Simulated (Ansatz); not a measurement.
# In (P6_3/mmc) in Ansatz: relaxation of cell and atoms with PBE+D4

Aim: the relaxation of cell and atoms of In with PBE+D4.

All numbers are computed with Ansatz 0.2.0; they aren't measurements. Logs are shortened: lines on timing, memory, paths and dates and some standing lists are left out, and cuts for length are marked.

## 1. Starting point

Symmetry: P6_3/mmc, No. 194, hexagonal system. Conventional cell: a = 3.335 Å, b = 3.335 Å, c = 5.509 Å, α = 90.00°, β = 90.00°, γ = 120.00°. Around In (site symmetry -6m2) lie 12 In at 3.34 to 3.36 Å.

This isn't the form of In at room conditions, which is tetragonal.

## 2. Relaxation of cell and atoms, PBE+D4

input.yaml reads:

```yaml
crystal:
  lattice:
    - [3.335484782, 0.0, 0.0]
    - [-1.667742391, 2.8886145552, 0.0]
    - [0.0, 0.0, 5.50914292]
  atoms:
    - { symbol: In, position: [0.6666666667, 0.3333333333, 0.75] }
    - { symbol: In, position: [0.3333333333, 0.6666666667, 0.25] }
hamiltonian:
  xc: pbe
  pseudopotentials: { kind: paw }
  dispersion: d4
kpoints:
  mp_grid: { grid: [9, 9, 5] }
scf:
  occupations: { method: fermi_dirac, width: 0.05 }
output:
  forces: true
  stress: true
  eigenvalues: true
relax:
  f_tol: 0.01
  max_steps: 40
  cell: { stress_tol: 0.05 }
```

Potentials or basis: Ansatz PAW.

Run with:

```
$ ansatz run input.yaml --threads 2 --pin off --max-ram 5632MiB --backend cpu --events-out ev --progress --plain --runs-dir out
```

Log:

```text
Warning: RAYON_NUM_THREADS=2 ignored (pool sized by the plan → 2); use --threads N
Engine: ansatz 0.2.0, aarch64-unknown-linux-gnu
Pseudopotentials: kind: paw
Pseudopotential: In, paw, valence charge 13, recommended cutoff 420 eV (normal), In.paw.azcp
Functional definition: PBE
  parameter kappa = 0.804
  parameter beta = 0.06672455060314922
  exchange = pbe_x(kappa = kappa, mu = beta*pi^2/3)
  correlation = pbe_c(beta = beta)
Crystal: 2 atoms, lattice volume = 53.080 Å³
Basis set: ecut = 420 eV, 1051 PW (Γ), exchange–correlation on 48×48×80 points (8 copies of the dense FFT grid, shifted against one another)
Bands: 17, of which v1, the nominal top of the filled ones, is band 13 counted from 1 (12 counted from 0)
Symmetry: 24 space group operations
Space group: P63/mmc (ITA 194), of the structure as read, at distance tolerance 3.8e-5 Å
k-points: 36 of 405
Non-local potential: In, projectors of the file, l = 0: 2, l = 1: 2, l = 2: 2, l = 3: 2
PAW form: soft (Blöchl's): semilocal exchange-correlation on the pseudo side does not see the compensation charge
PAW one-centre angular grid: In, 590 points (default); XC on 64 Gauss nodes
Initial density: superposition of atomic densities (neutral atoms: chi_scale 0, normalization atom), corrected by the library's trained network
Initial wavefunctions: pseudopotential atomic-orbital guess
Functional: x = pbe(κ = 0.804, μ = 0.2195149727645171), c = pbe(β = 0.06672455060314922)
SCF iter   1: F=—  HF=-11196.360029 eV  |F-HF|=—  |Δ(HF+E_count)|=         —  Δρ=1.43e-3  dr2=1.07e-3  ethr=1.77e-3  ⟨swp⟩=6.2  Hψ=3120  notcnv=0
preconditioner: auto → Kerker (q_TF=auto, 2.422 Å⁻¹)  [metal: Δε(μ)=0.094 eV  Ē_g=15.890 eV  σ=0.050 eV  W_gap=0.41  n_scr=10 (ndim 8)  ℏωp=26.0 eV  f_vac=0.000  D(μ)=1.71/eV (n_scr^D=10)]
SCF iter   2: F=—  HF=-11196.358473 eV  |F-HF|=—  |Δ(HF+E_count)|=   1.56e-3  Δρ=8.37e-4  dr2=5.13e-4  ethr=4.11e-6  ⟨swp⟩=2.2  Hψ=1243  notcnv=0
SCF iter   3: F=—  HF=-11196.358465 eV  |F-HF|=—  |Δ(HF+E_count)|=   7.68e-6  Δρ=5.13e-4  dr2=8.90e-5  ethr=1.97e-6  ⟨swp⟩=2.1  Hψ=1062  notcnv=0
SCF iter   4: F=—  HF=-11196.358428 eV  |F-HF|=—  |Δ(HF+E_count)|=   3.71e-5  Δρ=1.98e-4  dr2=1.42e-5  ethr=3.42e-7  ⟨swp⟩=2.0  Hψ=1069  notcnv=0
SCF iter   5: F=—  HF=-11196.358422 eV  |F-HF|=—  |Δ(HF+E_count)|=   6.32e-6  Δρ=1.19e-4  dr2=4.31e-6  ethr=5.48e-8  ⟨swp⟩=2.0  Hψ=1077  notcnv=0
SCF iter   6: F=—  HF=-11196.358420 eV  |F-HF|=—  |Δ(HF+E_count)|=   1.95e-6  Δρ=4.88e-5  dr2=7.23e-7  ethr=1.66e-8  ⟨swp⟩=2.9  Hψ=1090  notcnv=0
SCF iter   7: F=-11196.358420 eV  HF=-11196.358420 eV  |F-HF|=1.95e-8  |Δ(HF+E_count)|=   3.96e-7  Δρ=7.37e-6  dr2=1.69e-8  ethr=3.85e-10  ⟨swp⟩=3.9  Hψ=2401  notcnv=0
SCF 1 converged in 7 iterations: F = -11196.358420 eV  dr2 = 1.69e-8
relax step   1: F+E_penalty+E_count = -11196.35841955 eV  Δ(F+E_penalty+E_count) = +0.000e0 eV  max|allowed force component| = 4.626e-17 eV/Å  Δτ_max = 0.0000 Å  P = -0.555 GPa  Ω = 53.080 Å³  (7 SCF iters, dr2 threshold 1.00e-7 eV, accepted)
Crystal: 2 atoms, lattice volume = 52.384 Å³
[... 31 lines left out ...]
SCF iter   3: F=—  HF=-11196.360511 eV  |F-HF|=—  |Δ(HF+E_count)|=   2.50e-8  Δρ=2.96e-6  dr2=6.79e-10  ethr=7.97e-11  ⟨swp⟩=2.9  Hψ=1087  notcnv=0
SCF iter   4: F=—  HF=-11196.360511 eV  |F-HF|=—  |Δ(HF+E_count)|=   1.57e-9  Δρ=4.20e-7  dr2=3.15e-11  ethr=2.61e-12  ⟨swp⟩=2.0  Hψ=1081  notcnv=0
SCF iter   5: F=-11196.360511 eV  HF=-11196.360511 eV  |F-HF|=3.64e-12  |Δ(HF+E_count)|=  3.27e-11  Δρ=5.38e-8  dr2=8.36e-13  ethr=1.00e-12  ⟨swp⟩=5.7  Hψ=2822  notcnv=0
SCF 5 converged in 5 iterations: F = -11196.360511 eV  dr2 = 8.36e-13
relax step   5: F+E_penalty+E_count = -11196.36051145 eV  Δ(F+E_penalty+E_count) = +2.484e-4 eV  max|allowed force component| = 2.776e-17 eV/Å  Δτ_max = 0.0000 Å  P = +0.020 GPa  Ω = 52.221 Å³  stress off target by 2.45e-2 GPa  SCF on the basis re-selected at this cell (its energy is not comparable with the rows above)  (5 SCF iters)
basis re-selected at this cell: Δ(F+E_penalty+E_count) = +2.484e-4 eV, ΔP = +0.000 GPa vs the last step (what re-selecting the basis moved, of the pressure what is left beyond the Pulay correction that the steps carried, after the strain that the cell walked since its last selection, with what the two solves' SCF thresholds leave and, on support functions, any second-order correction that the steps lacked; it is no measure of the basis error at this ecutwfc). This SCF's stress stands 2.45e-2 GPa from its target on what of the cell is left free (relax.cell.stress_tol is 5.00e-2 GPa) and its largest allowed force component is 2.78e-17 eV/Å (relax.f_tol is 1.00e-2 eV/Å): within both
SCF converged after 5 iterations
Free energy (F): -11196.360511 eV
Harris-Foulkes:  -11196.360511 eV  (|F-HF|=3.64e-12)
Internal energy: -11196.350278 eV  (E = F + TS)
E sigma→0 (E₀):  -11196.355395 eV
Entropy (-TS):   -0.010233 eV (-5.117 meV/atom)
Fermi energy:    10.336686 eV
--- Per-component energies (eV) ---
  E_band       = -46.104978
  E_kinetic    = 482.867823
  E_local      = -2147.164969  (includes V_loc(G=0)·N_el)
  E_nonlocal   = 732.180269
  E_hartree    = 841.997952
  E_xc         = -432.145226
  E_vxc        = -200.157132  (∫ρ·V_xc dr)
  E_paw        = -8304.233460  (= ΣΔE_a)
  E_vpaw       = -597.826874  (= ΣTr[D̂ρ^β])
  E_aug_tail   = 0.000050  (compensation charges beyond the density's cutoff)
  E_ewald      = -2369.136099
  E_disp       = -0.716618  (pairwise vdW)
  E_smearing   = -0.010233  (= −TS)
  E_closure    = 0.000000  (closes the sum)
  Σ components = -11196.360511   (vs F -11196.360511, Δ=0.00e0)
--- Forces (eV/Å), atoms counted from 1 ---
  atom   1  In     0.00000000    -0.00000000     0.00000000
  atom   2  In    -0.00000000     0.00000000    -0.00000000
  max |Σ_I F_I| component: 0.00e0 eV/Å
--- Stress (GPa, compression-positive) ---
        0.024470       0.000000       0.000000
        0.000000       0.024470      -0.000000
        0.000000      -0.000000       0.010752
  P = ⅓ Tr σ = 0.0199 GPa (0.199 kbar)
--- Band table (eV; the first three rows and the last of 36) ---
  k-point 0: bands = ["-4.4210", "-4.3532", "-4.3317", "-4.3317", "-4.3026", "-4.3026", "-4.2382", "-4.2382", "-4.0434", "-4.0434", "0.7265", "5.9613", "6.9011", "18.6412", "18.6412", "20.4955", "20.4955"]
  k-point 1: bands = ["-4.4114", "-4.3559", "-4.3452", "-4.3452", "-4.3137", "-4.3137", "-4.2033", "-4.2033", "-4.0537", "-4.0537", "0.9462", "4.3231", "8.9716", "18.5106", "18.8309", "18.8309", "20.4009"]
  k-point 2: bands = ["-4.3889", "-4.3674", "-4.3515", "-4.3515", "-4.3367", "-4.3367", "-4.1410", "-4.1410", "-4.0866", "-4.0866", "1.6140", "2.7424", "11.8393", "15.0687", "19.3494", "19.3494", "19.9942"]
  k-point 35: bands = ["-4.3993", "-4.3993", "-4.3378", "-4.2312", "-4.2099", "-4.2099", "-4.1840", "-4.1836", "-4.0376", "-4.0376", "7.6756", "7.6756", "9.2081", "9.2081", "9.3793", "10.4633", "17.2963"]
--- Relaxed structure (4 steps of the walk, 4 accepted, 1 SCFs on fresh bases) ---
  F+E_penalty+E_count = -11196.36051145 eV   max|allowed force component| = 2.776e-17 eV/Å   (the final SCF, on the basis selected at the relaxed cell)
  cell:  # Å, volume = 52.2207 Å³
    - [3.3297933570159497, 3.6465370945966195e-33, 8.969404060338933e-19]
    - [-1.6648966785079748, 2.8836856365284795, -4.484702030169482e-19]
    - [1.4814556834993242e-18, -5.270038214464725e-33, 5.438480715635688]
  atoms:
    - { symbol: In, position: [0.6666666666666667, 0.3333333333333333, 0.75] }
    - { symbol: In, position: [0.3333333333333333, 0.6666666666666666, 0.25] }
```

Wall time 4.1 s (2 threads of Arm Neoverse V2, shared host); peak memory 0.32 GiB.

Results:

* Free energy: -11196.3605 eV
* Relaxed volume: 26.11 Å³/atom
* Relaxed cell: a = 3.330 Å, b = 3.330 Å, c = 5.438 Å, α = 90.00°, β = 90.00°, γ = 120.00°
* Space group after relaxing (to 0.05 Å): P6_3/mmc (No. 194)
* Energy gained by relaxing: 1.0 meV/atom
* Ionic steps: 5
* Pressure after relaxing: 0.0 GPa
* Band gap on the k mesh: none (metal or under the smearing width)

The path:
```csv
step,energy change (eV),largest force (eV/Å),volume (Å³)
1,0.0000,0.0000,53.08
2,-0.0019,0.0000,52.38
3,-0.0023,0.0000,52.14
4,-0.0023,0.0000,52.22
5,-0.0021,0.0000,52.22
```

Final structure:
```cif
data_structure
_symmetry_space_group_name_H-M 'P 1'
_symmetry_Int_Tables_number 1
_cell_length_a 3.3298
_cell_length_b 3.3298
_cell_length_c 5.4385
_cell_angle_alpha 90.000
_cell_angle_beta 90.000
_cell_angle_gamma 120.000
_cell_volume 52.22
loop_
_atom_site_label
_atom_site_type_symbol
_atom_site_fract_x
_atom_site_fract_y
_atom_site_fract_z
_atom_site_occupancy
In1 In 0.66667 0.33333 0.75000 1
In2 In 0.33333 0.66667 0.25000 1
```

Caveat: the plane-wave basis is chosen anew once the cell has moved, so the energies of steps on either side of that aren't comparable; pairwise dispersion overbinds metals, which lowers pressure and volume.
